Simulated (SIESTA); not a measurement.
**Ti in SIESTA: the effect of strain zz**

The system is Ti.

```xyz
1
Lattice="-1.6410 1.6410 1.5754 1.6410 -1.6410 1.5754 1.6410 1.6410 -1.5754" Properties=species:S:1:pos:R:3 pbc="T T T"
Ti    0.0000    0.0000    0.0000
```

The cell isn't the ideal one: cell strained along z.

Alike in all runs:

| Item | Value |
| --- | --- |
| Program | SIESTA 5.4.2 |
| Task | band structure |
| Functional | PBEsol |
| Potentials or basis | PseudoDojo 0.4 standard (PBEsol files) |
| Basis | DZP (energy shift 0.003 Ry; two zetas on semicore shells) |
| Grid cutoff | 800 Ry |
| Energy shift | 0.003 Ry |
| k mesh | 11 × 11 × 11 |
| Occupations | fermi-dirac, width 0.05 eV |
| Spin | no spin polarisation |

```tsv
strain zz	pressure (GPa)
-0.04	?
-0.02	-4.8
0	-6.7
0.02	-8.4
0.04	-10.0
```

Q: What does the run with strain zz -0.04 give?

A: Pressure -2.6 GPa.

Worked out: A straight line through the other rows of the pressure, of slope -86.5 GPa per unit of strain zz, extrapolates to -3.2 GPa, against the run's -2.6.

Caveats: the basis of atomic orbitals isn't converged, which shifts pressures, moduli and gaps.
